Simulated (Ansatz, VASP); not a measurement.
**TaN: VASP beside Ansatz**

File INCAR:

```
PREC = Accurate
ENCUT = 520
EDIFF = 1E-6
ISMEAR = 0
SIGMA = 0.1
LREAL = F
LASPH = T
NELM = 100
ALGO = Normal
ISIF = 2
LWAVE = F
LCHARG = F
NBANDS = 33
```

KPOINTS

```
Automatic mesh
0
Gamma
  5 5 8
```

Contents of POSCAR:

```
TaN
1.0
    5.1960000000      0.0000000000      0.0000000000
   -2.5980000000      4.4998679981      0.0000000000
    0.0000000000      0.0000000000      2.9110000000
Ta N
3 3
Direct
    0.3333333333      0.6666666667      0.5000000000
    0.6666666667      0.3333333333      0.5000000000
    0.0000000000      0.0000000000      0.0000000000
    0.3928500000      0.0000000000      0.0000000000
    0.6071500000      0.6071500000      0.0000000000
    0.0000000000      0.3928500000      0.0000000000
```

Input for Ansatz:

```yaml
crystal:
  lattice:
    a: 5.196
    b: 5.196
    c: 2.911
    alpha: 90.0
    beta: 90.0
    gamma: 120.0
  atoms:
    - { symbol: Ta, position: [0.3333333333333333, 0.6666666666666666, 0.5] }
    - { symbol: Ta, position: [0.6666666666666666, 0.3333333333333333, 0.5] }
    - { symbol: Ta, position: [0.0, 0.0, 0.0] }
    - { symbol: "N", position: [0.39285, 0.0, 0.0] }
    - { symbol: "N", position: [0.60715, 0.60715, 0.0] }
    - { symbol: "N", position: [0.0, 0.39285, 0.0] }
basis:
  ecutwfc: 475.0
kpoints:
  mp_grid:
    grid: [5, 5, 8]
hamiltonian:
  xc: lda
scf:
  occupations:
    method: gaussian
    width: 0.1
output:
  forces: true
  stress: true
```

Alike in both runs: task single point; functional LDA; k mesh 5 × 5 × 8; occupations gaussian, width 0.1 eV; no spin polarisation.

|  | VASP | Ansatz |
| --- | --- | --- |
| version | VASP 6.6.1 | Ansatz 0.2.0 |
| potentials or method | VASP PAW LDA potentials, release 64 (Ta_pv, N) | plane waves, PAW |
| plane-wave cutoff (eV) | 520 | 475 |
| valence electrons in the cell | 48 | 54 |

```tsv
	VASP	Ansatz	Ansatz less VASP
pressure (GPa)	-8.3	-10.0	-1.65
largest component of the traceless stress (GPa)	1.85	1.83	-0.015
rms of the force components (eV/Å)	0.026	0.034	+0.0073
```

Atom by atom the forces differ by 0.007 eV/Å (rms over components). The two sets of potentials don't hold the same shells in valence.

The runs have no spin-orbit coupling, so splittings on Ta are missing.
